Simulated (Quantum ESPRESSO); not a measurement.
# Ta: phonons with PBEsol

Ta:

```
CELL_PARAMETERS angstrom
-1.65128 1.65128 1.65128
1.65128 -1.65128 1.65128
1.65128 1.65128 -1.65128
ATOMIC_POSITIONS crystal
Ta 0.00000 0.00000 0.00000
```

```yaml
Program: Quantum ESPRESSO 7.5
Task: phonons
Functional: PBEsol
Potentials_or_basis: PseudoDojo 0.4.1 SR PBEsol standard
Cutoff: 789 eV
Density_cutoff: 3157 eV
k_mesh: 11 × 11 × 11
Occupations: cold, width 0.2 eV
Spin: no spin polarisation
Mixing_beta: 0.5
Most_SCF_iterations: 120
SCF_threshold: 2e-10 Ry
```

The relaxed volume is 17.63 Å³/atom and the relaxed cell is a = 2.840 Å, b = 2.840 Å, c = 2.840 Å, α = 109.47°, β = 109.47°, γ = 109.47°. The space group after relaxing (to 0.05 Å) is Im-3m (No. 229). The pressure after relaxing is 0.0 GPa and the band gap on the k mesh is none (metal or under the smearing width). The highest phonon frequency at the q point run is 119 cm⁻¹.

Step by step:
```tsv
step	energy change (eV)	largest force (eV/Å)	pressure (GPa)	volume (Å³)
1	0.0000	0.0000	-4.31	18.01
2	-0.0052	0.0000	0.16	17.62
3	-0.0052	0.0000	-0.01	17.63
```

Final structure:
```xyz
1
Lattice="-1.6396 1.6396 1.6396 1.6396 -1.6396 1.6396 1.6396 1.6396 -1.6396" Properties=species:S:1:pos:R:3 pbc="T T T"
Ta    0.0000    0.0000    0.0000
```

Levels at points of the mesh, in eV from the Fermi level:
```
           k point  band 2  band 3  band 4  band 5  band 6  band 7  band 8  band 9  band 10  band 11
(0.00, 0.00, 0.00)  -32.91  -32.91  -32.91   -7.98    0.74    0.74    0.74    4.09     4.09    14.72
```

Phonon frequencies in cm⁻¹ (negative: imaginary):
| q point | frequencies |
| --- | --- |
| (0.250, 0.250, 0.250) | 119 119 119 |

Phonon modes at q = (0.250, 0.250, 0.250) in reciprocal lattice units:
| mode | symmetry | cm⁻¹ |
| --- | --- | --- |
| 1 | T_2 | 119 |
| 2 | T_2 | 119 |
| 3 | T_2 | 119 |

It took 36 s on 4 MPI ranks on Arm Neoverse V1, on a shared host, peak memory 0.36 GiB a rank.

Caveat: the q point doesn't lie on the k mesh, which can shift a metal's frequencies strongly unless the mesh is converged. Spin-orbit coupling is left out, which matters for the levels of Ta.
